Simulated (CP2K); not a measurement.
Runs of CP2K 2026.2 on CuO. The typed cell holds 4 atoms: a = 2.880 Å, b = 2.880 Å, c = 5.176 Å, α = 89.81°, β = 89.81°, γ = 89.22°. The cell comes from a database or a generator and needn't be the stable form of this composition.

```csv
level,cutoff of the non-local correlation (Ry),gap on the mesh (eV),pressure (GPa),largest force (eV/Å)
PBEsol,-,none,1.7,0.03
PBE,-,none,8.8,0.02
RPBE,-,none,(b),0.02
PW91,-,none,(a),0.04
LDA,-,none,-2.9,0.02
optB88-vdW,300,none,8.5,0.04
```

Alike in all rows: task atomic charges; potentials or basis POTENTIAL_UZH Cu GTH-PBE-q11, O GTH-PBE-q6; TZVP-MOLOPT-PBE-GTH basis; no spin polarisation; cell as given; k mesh 9 × 9 × 5; smearing fermi-dirac 0.05 eV.

Task: Fill in the values left out.

Result: (a) 8.2; (b) 12.9.

Caveats: the basis of atomic orbitals isn't converged, which shifts pressures, moduli and gaps; the run has no spin polarisation, though such a crystal can be magnetic; semilocal functionals often make such compounds metallic where correlation or magnetic order opens a gap, which also shifts bond lengths; the potentials were made for another functional, which shifts forces and pressure (some runs).

A gap of «none» marks a metal or a gap under the smearing width.
